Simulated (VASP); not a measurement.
MoSe2:

```
CELL_PARAMETERS angstrom
3.28800 0.00000 0.00000
-1.64400 2.84749 0.00000
0.00000 0.00000 12.90000
ATOMIC_POSITIONS crystal
Mo 0.66667 0.33333 0.75000
Mo 0.33333 0.66667 0.25000
Se 0.66667 0.33333 0.37500
Se 0.33333 0.66667 0.87500
Se 0.66667 0.33333 0.12500
Se 0.33333 0.66667 0.62500
```

* Program: VASP 6.6.1
* Task: relaxation of cell and atoms
* Functional: PBE
* Potentials or basis: VASP PAW PBE potentials, release 54 (Mo_sv, Se)
* Cutoff: 600 eV
* k mesh: 9 × 9 × 2
* Occupations: fermi-dirac, width 0.05 eV
* Spin: no spin polarisation

At the start: pressure 8.3 GPa; volume 20.13 Å³/atom.

Problem. How do energy, volume and symmetry change on relaxing?

Solution. Over 33 steps the energy falls by 42.4 meV/atom and the volume is 23.29 Å³/atom (+15.7 %); space group P6_3/mmc (No. 194, to 0.05 Å).

Step by step:
| step | energy change (eV) | largest force (eV/Å) | pressure (GPa) | volume (Å³) |
| --- | --- | --- | --- | --- |
| 1 | 0.0000 | 1.1451 | 8.30 | 120.78 |
| 2 | 0.5024 | 1.9456 | -11.26 | 139.89 |
| 3 | -0.2038 | 0.1618 | -0.31 | 126.98 |
| 4 | -0.2042 | 0.1136 | 0.02 | 126.71 |
| 5 | -0.2042 | 0.0918 | 0.16 | 126.59 |
| 6 | -0.2087 | 0.1057 | 0.23 | 126.77 |
| 7 | -0.2159 | 0.1452 | 0.46 | 127.28 |
| 8 | -0.2196 | 0.1418 | 0.32 | 127.80 |
| 9 | -0.2281 | 0.1318 | -0.07 | 129.37 |
| 10 | -0.2358 | 0.1076 | -0.75 | 132.53 |
| 11 | -0.2386 | 0.0504 | -0.45 | 132.72 |
| 12 | -0.2412 | 0.0462 | 0.06 | 133.06 |
| 13 | -0.2415 | 0.0927 | 0.29 | 133.21 |
| 14 | -0.2444 | 0.0825 | 0.35 | 133.73 |
| 15 | -0.2497 | 0.0562 | 0.51 | 135.27 |
| 16 | -0.2471 | 0.0247 | 1.00 | 138.27 |
| 17 | -0.2505 | 0.0530 | 0.74 | 136.48 |
| 18 | -0.2517 | 0.1368 | -0.42 | 138.69 |
| 19 | -0.2526 | 0.0612 | 0.04 | 137.80 |
| 20 | -0.2535 | 0.0378 | -0.04 | 138.18 |
| 21 | -0.2537 | 0.0207 | -0.08 | 138.46 |
| 22 | -0.2538 | 0.0077 | 0.09 | 138.33 |
| 23 | -0.2538 | 0.0027 | 0.03 | 138.38 |
| 24 | -0.2538 | 0.0047 | 0.04 | 138.40 |
| 25 | -0.2539 | 0.0106 | 0.07 | 138.45 |
| 26 | -0.2539 | 0.0133 | 0.09 | 138.48 |
| 27 | -0.2539 | 0.0156 | 0.07 | 138.53 |
| 28 | -0.2540 | 0.0238 | 0.02 | 138.68 |
| 29 | -0.2541 | 0.0398 | -0.08 | 138.98 |
| 30 | -0.2541 | 0.0383 | -0.07 | 139.01 |
| 31 | -0.2542 | 0.0332 | -0.07 | 139.11 |
| 32 | -0.2544 | 0.0249 | -0.05 | 139.32 |
| 33 | -0.2547 | 0.0065 | -0.01 | 139.73 |

Final structure:
```xyz
6
Lattice="3.3230 0.0000 0.0000 -1.6615 2.8778 0.0000 0.0000 0.0000 14.6114" Properties=species:S:1:pos:R:3 pbc="T T T"
Mo    1.6615    0.9593   10.9585
Mo    0.0000    1.9185    3.6528
Se    1.6615    0.9593    5.3232
Se    0.0000    1.9185   12.6289
Se    1.6615    0.9593    1.9825
Se    0.0000    1.9185    9.2882
```

Caveat: the volume moved by over 15 % at a fixed basis, so the end points are rough; this functional lacks dispersion, which binds the layers, so the pressure and a relaxed spacing across them are unreliable, and here the layers came unbound; the volume moved by +16 % from the deposited cell, more than functionals usually miss.
